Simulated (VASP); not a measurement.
# GaP (F-43m) in VASP: notebook, part 2 of 2

VASP 6.6.1.

## (3) Relaxation of cell and atoms, PBEsol

This run uses another cell than the first one, of 20.24 Å³/atom, 1.007 times its volume.

INCAR

```
SYSTEM = GaP
ALGO = Normal
EDIFF = 1E-7
EDIFFG = -0.005
ENCUT = 600
GGA = PS
IBRION = 2
ISIF = 3
ISMEAR = 0
LASPH = .True.
LCHARG = .False.
LREAL = .False.
LWAVE = .False.
NELM = 80
NSW = 100
PREC = Accurate
SIGMA = 0.02
```

KPOINTS

```
k-points
0
Gamma
  8 8 8
  0 0 0
```

POSCAR

```
GaP
1.0
    0.0000000000     -2.7252500000     -2.7252500000
    2.7252500000      0.0000000000     -2.7252500000
    2.7252500000     -2.7252500000      0.0000000000
P Ga
1 1
Direct
    0.5000000000      0.5000000000      0.5000000000
    0.7500000000      0.7500000000      0.7500000000
```

Potentials or basis: VASP PAW PBE potentials, release 64 (P, Ga_d).

Started as:

```
$ cat potpaw_PBE.64/P/POTCAR potpaw_PBE.64/Ga_d/POTCAR > POTCAR
$ mpirun -np 1 vasp_std > vasp.out
```

OUTCAR:

```text
SYSTEM = GaP
   EDIFF = 1E-7
   EDIFFG = -0.005
   ENCUT = 600
   GGA = PS
   IBRION = 2
   ISIF = 3
   ISMEAR = 0
   LASPH = .True.
   LREAL = .False.
   NELM = 80
   NSW = 100
   PREC = Accurate

 ion  position               nearest neighbor table
   1  0.500  0.500  0.500-   2 2.36   2 2.36   2 2.36   2 2.36
   2  0.750  0.750  0.750-   1 2.36   1 2.36   1 2.36   1 2.36

  LATTYP: Found a face centered cubic cell.
 ALAT       =     5.4505000000

  Lattice vectors:

 A1 = (   0.0000000000,  -2.7252500000,  -2.7252500000)
 A2 = (   2.7252500000,   0.0000000000,  -2.7252500000)
 A3 = (   2.7252500000,  -2.7252500000,   0.0000000000)

Analysis of symmetry for initial positions (statically):
=====================================================================
[... 270 lines left out ...]
      5      -9.8056      2.00000
      6      -7.9353      2.00000
      7       4.6461      2.00000
      8       4.6461      2.00000
      9       4.6461      2.00000
     10       6.4587      0.00000
     11       8.4707      0.00000
     12       8.4707      0.00000
     13       8.4707      0.00000
[... 354 lines left out ...]
  band No.  band energies     occupation
      1      -9.9999      2.00000
      2      -9.8769      2.00000
      3      -9.8642      2.00000
      4      -9.8112      2.00000
      5      -9.7981      2.00000
      6      -5.4049      2.00000
      7      -1.8636      2.00000
      8       1.3773      2.00000
      9       2.6633      2.00000
     10       8.0613      0.00000
     11       8.8341      0.00000
     12      11.0773      0.00000
     13      12.5061      0.00000

 [... further k-points ...]

------------------------ aborting loop because EDIFF is reached ----------------------------------------

  FORCE on cell =-STRESS in cart. coord.  units (eV):
  Direction    XX          YY          ZZ          XY          YZ          ZX
  --------------------------------------------------------------------------------------
  -------------------------------------------------------------------------------------
  Total       -0.0010477     -0.0010477     -0.0010477      0.0000000     -0.0000000     -0.0000000
  in kB       -0.0417802     -0.0417802     -0.0417802      0.0000000     -0.0000000     -0.0000000
  external PRESSURE =      -0.0417802 kB  Pullay stress =       0.0000000 kB
[... 17 lines left out ...]
  FREE ENERGIE OF THE ION-ELECTRON SYSTEM (eV)
  ---------------------------------------------------
  free  energy   TOTEN  =        -9.9211572189 eV

  energy  without entropy=       -9.9211572189  energy(sigma->0) =       -9.92115722

 reached required accuracy - stopping structural energy minimisation
```

Wall time 35 s (1 thread of Intel Xeon Platinum 8488C (Sapphire Rapids), shared host); peak memory 0.19 GiB.

Results:

| Quantity | Value |
| --- | --- |
| Free energy | -9.9212 eV |
| Relaxed volume | 20.09 Å³/atom |
| Relaxed cell | a = 3.844 Å, b = 3.844 Å, c = 3.844 Å, α = 60.00°, β = 60.00°, γ = 60.00° |
| Space group after relaxing (to 0.05 Å) | F-43m (No. 216) |
| Energy gained by relaxing | 0.3 meV/atom |
| Ionic steps | 3 |
| Pressure after relaxing | 0.0 GPa |
| Band gap on the k mesh | 1.50 eV, indirect (least direct gap 1.81 eV) |

Step by step:
```tsv
step	energy change (eV)	largest force (eV/Å)	pressure (GPa)	volume (Å³)
1	0.0000	0.0000	-0.63	40.48
2	-0.0004	0.0000	0.36	40.02
3	-0.0006	0.0000	0.00	40.18
```

Final structure:
```
CELL_PARAMETERS angstrom
0.00000 -2.71839 -2.71839
2.71839 0.00000 -2.71839
2.71839 -2.71839 0.00000
ATOMIC_POSITIONS crystal
P 0.50000 0.50000 0.50000
Ga 0.75000 0.75000 0.75000
```

Caveat: the PAW data sets were made with another functional, which shifts forces and pressure a little. A k mesh can miss the band edges.

## (4) Single point, PBEsol

This run uses another cell than the first one, of 20.24 Å³/atom, 1.007 times its volume.

INCAR

```
SYSTEM = GaP
ALGO     = Normal         ! electronic algorithm
EDIFF    = 1E-7           ! SCF threshold, eV
ENCUT    = 520            ! plane-wave cutoff, eV
GGA      = PS             ! functional
ISIF     = 2              ! what is computed and relaxed
ISMEAR   = 0              ! smearing method
LASPH    = .TRUE.         ! aspherical terms in the spheres
LCHARG   = .FALSE.        ! write CHGCAR
LREAL    = .FALSE.        ! projectors in reciprocal space
LWAVE    = .FALSE.        ! write WAVECAR
NBANDS   = 16             ! bands
NELM     = 60             ! most SCF steps
PREC     = Accurate       ! precision mode
SIGMA    = 0.1            ! smearing width, eV
```

KPOINTS

```
k-points
0
G
  6 6 6
  0 0 0
```

POSCAR is that of step 3.

Started as:

```
$ cat potpaw_PBE.64/P/POTCAR potpaw_PBE.64/Ga_d/POTCAR > POTCAR
$ mpirun -np 1 vasp_std > vasp.out
```

Run time: 14 s. Hardware: 1 thread of Intel Xeon Platinum 8488C (Sapphire Rapids), shared host; peak memory 0.16 GiB.

It converged, with:

```
Free energy            : -9.9057 eV
Pressure               : -0.6 GPa
Band gap on the k mesh : 1.51 eV, indirect (least direct gap 1.75 eV)
```

Levels at points of the mesh, in eV from the valence-band top:
```
           k point  band 7  band 8  band 9  band 10  band 11  band 12
(0.00, 0.00, 0.00)    0.00    0.00    0.00     1.75     3.82     3.82
(0.50, 0.00, 0.00)   -6.70   -1.13   -1.13     1.58     4.65     4.65
(0.50, 0.50, 0.00)   -6.81   -2.71   -2.71     1.51     1.71    10.55
```

Caveat: the PAW data sets were made with another functional, which shifts forces and pressure a little.

## (5) Overview

| task | cell | k mesh | cutoff (eV) | smearing | gap on the mesh (eV) | pressure (GPa) |
| --- | --- | --- | --- | --- | --- | --- |
| single point | F-43m, 20.11 Å³/atom | 8 × 8 × 8 | 520 | gaussian 0.02 eV | 1.50 | 0.0 |
| relaxation of cell and atoms | relaxed | 8 × 8 × 8 | 600 | gaussian 0.02 eV | 1.50 | 0.0 |
| single point | F-43m, 20.24 Å³/atom | 6 × 6 × 6 | 520 | gaussian 0.1 eV | 1.51 | -0.6 |

Alike in all rows: level PBEsol; potentials or basis VASP PAW PBE potentials, release 64 (P, Ga_d); no spin polarisation.

Caveats: the PAW data sets were made with another functional, which shifts forces and pressure a little.

Total energies depend on the potentials used, so only differences within one code and one set of settings carry meaning.

## (6) How close it comes

Step 2. Measured gap of GaP: 2.34 eV (indirect; 10 K; quoted in “Stacking defects in GaP nanowires: Electronic structure and optical properties”, 2018, arxiv:1810.01194). This calculation gives 1.50 eV (-0.84 eV). Spin-orbit coupling on Ga is left out. The value is that of PBEsol on a finite k mesh, which can miss the band edges, without temperature or zero-point motion. Semilocal functionals fall short of measured gaps as a rule.

Step 4. Against the measured gap of GaP, 2.34 eV (indirect; 10 K; quoted in “Stacking defects in GaP nanowires: Electronic structure and optical properties”, 2018, arxiv:1810.01194), the calculated 1.51 eV is off by -0.83 eV. Spin-orbit coupling on Ga is left out. The value is that of PBEsol on a finite k mesh, which can miss the band edges, without temperature or zero-point motion. Semilocal functionals fall short of measured gaps as a rule.
